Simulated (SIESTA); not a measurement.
**HfO2 under changes of volume**

One of the cells (10.955 Å³/atom); the others are scaled copies at fixed shape and fractional positions:

```
Hf O
1.0
     5.21946    0.00000    0.00000
     0.00000    5.00476    0.00000
     0.00000    0.00000    5.03269
Hf O
4 8
Direct
  0.96699 0.73252 0.74144
  0.53301 0.73252 0.24144
  0.46699 0.26748 0.74144
  0.03301 0.26748 0.24144
  0.63213 0.92865 0.87927
  0.86787 0.92865 0.37927
  0.23395 0.53988 0.49229
  0.26605 0.53988 0.99229
  0.76605 0.46012 0.99229
  0.73395 0.46012 0.49229
  0.13213 0.07135 0.87927
  0.36787 0.07135 0.37927
```

Measurements of this composition are mostly on another form, of space group No. 14.

* Program: SIESTA 5.4.2
* Functional: LDA
* Potentials or basis: PseudoDojo 0.4 standard (LDA files)
* Basis: DZP (energy shift 0.003 Ry; two zetas on semicore shells)
* Grid cutoff: 800 Ry
* Energy shift: 0.003 Ry
* k mesh: 4 × 4 × 4
* Occupations: fermi-dirac, width 0.05 eV
* Spin: no spin polarisation

```tsv
volume (Å³/atom)	energy over the lowest point (meV/atom)	pressure (GPa)	gap on the mesh (eV)	largest force (eV/Å)
10.298	21.88	14.7	4.37	0.380
10.517	6.55	7.9	4.30	0.279
10.736	0.00	1.8	4.23	0.186
10.955	1.34	-3.6	4.16	0.132
11.175	9.74	-8.5	4.09	0.133
11.394	24.50	-12.9	4.02	0.174
11.613	?	?	?	?
```

Question: What does the run at 11.613 Å³/atom give?

Answer: Energy over the lowest point 44.97 meV/atom; pressure -16.9 GPa; gap on the mesh 3.95 eV; largest force 0.227 eV/Å.

Worked out: A Birch-Murnaghan fit of order 3 (a polynomial in V^(-2/3)) to the other rows has its minimum at 10.81 Å³/atom with B0 = V·E''(V) = 274 GPa and B' = 4.4 at fixed shape and positions, which overstates the stiffness. It gives 44.92 meV/atom at 11.613 Å³/atom, against the run's 44.97, and -dE/dV = -16.9 GPa, against -16.9. A straight line through the other rows of the gap, of slope -3.46 eV per unit of ln V, extrapolates to 3.96 eV, against the run's 3.95.

Energies are extrapolated to zero smearing.

Caveats: short orbitals over semicore shells can move pressures by several GPa; spin-orbit coupling is left out, which moves the levels of the heavy elements; the basis of atomic orbitals isn't converged, which shifts pressures, moduli and gaps.

A mesh can miss the band edges.
